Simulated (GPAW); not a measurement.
Runs of GPAW 26.7.0 on GaP. The structure is cubic, space group F-43m (No. 216). Conventional cell: a = 5.451 Å, b = 5.451 Å, c = 5.451 Å, α = 90.00°, β = 90.00°, γ = 90.00°. Ga (site symmetry -43m) has 4 P at 2.36 Å as nearest neighbours. Around P (site symmetry -43m) lie 4 Ga at 2.36 Å. 

```tsv
task	level	potentials or basis	spin	band path	band points	spin axis theta (degrees)	spin axis phi (degrees)	gap on the mesh (eV)	pressure (GPa)	V0 of scaled cells (Å³/atom)	B0 (GPa)
band structure	M06-L	GPAW PAW data sets (gpaw-data 1.2.1), pw	SOC, no magnetisation	GXWKGLUWLK,UX	60	0	0	1.84	3.1	-	-
band structure	revPBE	the program's PAW data sets (release 1.2.1) made for this functional, pw	SOC, no magnetisation	GXWKGLUWLK,UX	60	90	0	1.70	6.1	-	-
equation of state	LDA	PAW data sets generated in the run's folder for this functional, pw	off	-	-	-	-	-	-	20.07	(b)
band structure	PBE	PAW data sets generated in the run's folder for this functional, pw	off	GXWKGLUWLK,UX	80	-	-	(a)	4.5	-	-
equation of state	revPBE+D3(BJ)	the program's PAW data sets (release 1.2.1) made for this functional, pw	off	-	-	-	-	-	-	20.39	89
```

Alike in all rows: cell as given; k mesh 8 × 8 × 8; cutoff (eV) 600; smearing fermi-dirac 0.05 eV.

Task: Estimate the missing entries.

Result: (a) 1.67; (b) 92.

Caveats: the data sets keep Ga 3d, Li 1s and Be 1s frozen, and some such compounds lay over 1.5 % in volume off other programs; spin-orbit coupling was added after a scalar SCF, so levels and gaps hold it while energy, forces, pressure and moments don't (some runs); this program's spin-orbit splittings come out too wide for heavy elements (some runs); the PAW data sets were made with another functional, which shifts forces and pressure a little (some runs).

A k mesh can miss the band edges, and rows without SOC leave out spin-orbit coupling on Ga.
